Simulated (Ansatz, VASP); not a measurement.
## NaH in VASP and in Ansatz

POSCAR

```
NaH
1.0
   -0.1830000000      2.4400000000      2.4400000000
    2.4400000000     -0.1830000000      2.4400000000
    2.2570000000      2.2570000000      0.0000000000
Na H
1 1
Direct
    0.0000000000      0.0000000000      0.0000000000
    0.5000000000      0.5000000000      0.5000000000
```

The input INCAR.step1:

```
SYSTEM = NaH
PREC     = Accurate       ! precision mode
ENCUT    = 520            ! plane-wave cutoff, eV
ISMEAR   = 0              ! smearing method
SIGMA    = 0.05           ! smearing width, eV
LREAL    = .FALSE.        ! projectors in reciprocal space
LASPH    = .TRUE.         ! aspherical terms in the spheres
NELM     = 80             ! most SCF steps
NBANDS   = 11             ! bands
GGA      = PE             ! functional
ALGO     = Normal         ! electronic algorithm
EDIFF    = 1E-4           ! SCF threshold, eV
LWAVE    = .TRUE.         ! write WAVECAR
LCHARG   = .FALSE.        ! write CHGCAR
```

Contents of INCAR.step2:

```
SYSTEM = NaH
PREC     = Accurate       ! precision mode
ENCUT    = 520            ! plane-wave cutoff, eV
EDIFF    = 1E-7           ! SCF threshold, eV
ISMEAR   = 0              ! smearing method
SIGMA    = 0.05           ! smearing width, eV
LREAL    = .FALSE.        ! projectors in reciprocal space
LASPH    = .TRUE.         ! aspherical terms in the spheres
NELM     = 80             ! most SCF steps
ALGO     = Normal         ! electronic algorithm
ISIF     = 2              ! what is computed and relaxed
LWAVE    = .FALSE.        ! write WAVECAR
LCHARG   = .FALSE.        ! write CHGCAR
METAGGA  = R2SCAN         ! meta-GGA
LMIXTAU  = .TRUE.       
NBANDS   = 11             ! bands
ISTART   = 1
```

Contents of KPOINTS:

```
regular mesh
0
G
  8 8 8
  0 0 0
```

Input for Ansatz:

```yaml
crystal:
  lattice:
    - [-0.183, 2.44, 2.44]
    - [2.44, -0.183, 2.44]
    - [2.257, 2.257, 0.0]
  atoms:
    - { symbol: Na, position: [0.0, 0.0, 0.0] }
    - { symbol: H, position: [0.5, 0.5, 0.5] }
basis:
  ecutwfc: 500
kpoints:
  mp_grid: { grid: [8, 8, 8] }
hamiltonian:
  xc: r2scan
scf:
  occupations: { method: gaussian, width: 0.05 }
output:
  forces: true
  stress: true
  eigenvalues: true
```

Change from the starting cell: strain -0.1500 x Voigt [0, 0, 0, 0, 0, 1], atoms carried along.

Alike in both runs: task single point; functional r2SCAN; k mesh 8 × 8 × 8; occupations gaussian, width 0.05 eV; no spin polarisation.

|  | VASP | Ansatz |
| --- | --- | --- |
| version | VASP 6.6.1 | Ansatz 0.2.0 |
| potentials or method | VASP PAW PBE potentials, release 64 (Na_pv, H) | scalar-relativistic, plane waves, PAW |
| plane-wave cutoff (eV) | 520 | 500 |
| valence electrons in the cell | 8 | 10 |

VASP gave:

| Item | Value |
| --- | --- |
| gap on the k mesh at the Fermi level (eV) | 3.79 |
| least direct gap on the mesh (eV) | 5.00 |
| pressure (GPa) | -1.2 |
| largest component of the traceless stress (GPa) | 3.55 |

What did Ansatz give for the same quantities?

gap on the k mesh at the Fermi level (eV): 3.78; least direct gap on the mesh (eV): 5.00; pressure (GPa): -1.1; largest component of the traceless stress (GPa): 3.54.

With one functional, cell and mesh, what is left measures potentials, basis and numerics. The two sets of potentials don't hold the same shells in valence.

Caveats: the PAW data sets were made with another functional, which shifts forces and pressure a little (VASP). A k mesh can miss the band edges.
